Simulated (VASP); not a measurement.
Input of a VASP 6.6.1 run:

Contents of INCAR:

```
SYSTEM = BN
AGGAC = 0.0 ; ALGO = Normal
EDIFF = 1E-7 ; EDIFFG = -0.005
ENCUT = 600 ; GGA = MK
IBRION = 2 ; ISIF = 3
ISMEAR = 0 ; KPAR = 2
LASPH = .True. ; LCHARG = .False.
LREAL = .False. ; LUSE_VDW = .True.
LWAVE = .False. ; NELM = 80
NSW = 90 ; PARAM1 = 0.1234
PARAM2 = 0.711357 ; PREC = Accurate
SIGMA = 0.03 ; ZAB_VDW = -1.8867
```

Contents of KPOINTS:

```
k-points
0
Gamma
  12 12 4
  0 0 0
```

Contents of POSCAR:

```
BN                                      
1.0
    2.5100414404      0.0000000000      0.0000000000
   -1.2550207202      2.1737596520     -0.0000000000
    0.0000000000      0.0000000000      6.4696792851
  B               N             
     2     2
Direct
     0.3333333332999970    0.6666666667000030    0.2500000000000000
     0.6666666667000030    0.3333333332999970    0.7500000000000000
     0.3333333332999970    0.6666666667000030    0.7500000000000000
     0.6666666667000030    0.3333333332999970    0.2500000000000000
```

Potentials or basis: VASP PAW PBE potentials, release 64 (B, N).

Command:

```console
$ cat potpaw_PBE.64/B/POTCAR potpaw_PBE.64/N/POTCAR > POTCAR
$ mpirun -np 2 vasp_std > vasp.out
```

(1) Estimate the relaxed volume.

(2) Predict the space group after relaxing (to 0.05 Å).

(3) What does it give for the band gap on the k mesh?

Answers

(1) 8.83 Å³/atom.

(2) P6_3/mmc (No. 194).

(3) 4.16 eV, indirect (least direct gap 4.54 eV).

Caveat: the PAW data sets were made with another functional, which shifts forces and pressure a little.
